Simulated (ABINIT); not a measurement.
Runs of ABINIT 10.8.3 (patched build) on HgTe (Coloradoite). The structure is cubic, space group F-43m (No. 216). Conventional cell: a = 6.429 Å, b = 6.429 Å, c = 6.429 Å, α = 90.00°, β = 90.00°, γ = 90.00°. Around Hg (site symmetry -43m) lie 4 Te at 2.78 Å. Te (site symmetry -43m) is surrounded by 4 Hg at 2.78 Å. 

```tsv
task	level	potentials or basis	k mesh	mesh quality	gap on the mesh (eV)	pressure (GPa)
single point	PBEsol	JTH PAW PBE v2.0	4 × 4 × 4	coarse	none	2.5
band structure	revPBE	JTH PAW PBE v2.0	7 × 7 × 7	not flagged	none	6.0
band structure	AM05	JTH PAW PBE v2.0	7 × 7 × 7	not flagged	none	2.5
single point	LDA	JTH PAW LDA v2.0	9 × 9 × 9	not flagged	none	(a)
```

Alike in all rows: no spin polarisation; cell as given; cutoff (eV) 544; smearing fermi-dirac 0.05 eV.

Question: Estimate the missing entries.

Answer: (a) 0.3.

Caveats: some runs use coarse meshes; the PAW data sets were made with another functional, which shifts forces and pressure a little (some runs); spin-orbit coupling is left out, which moves the levels of the heavy elements (some runs).

A k mesh can miss the band edges, and the runs leave out spin-orbit coupling on Hg, Te.

A gap of «none» marks a metal or a gap under the smearing width.
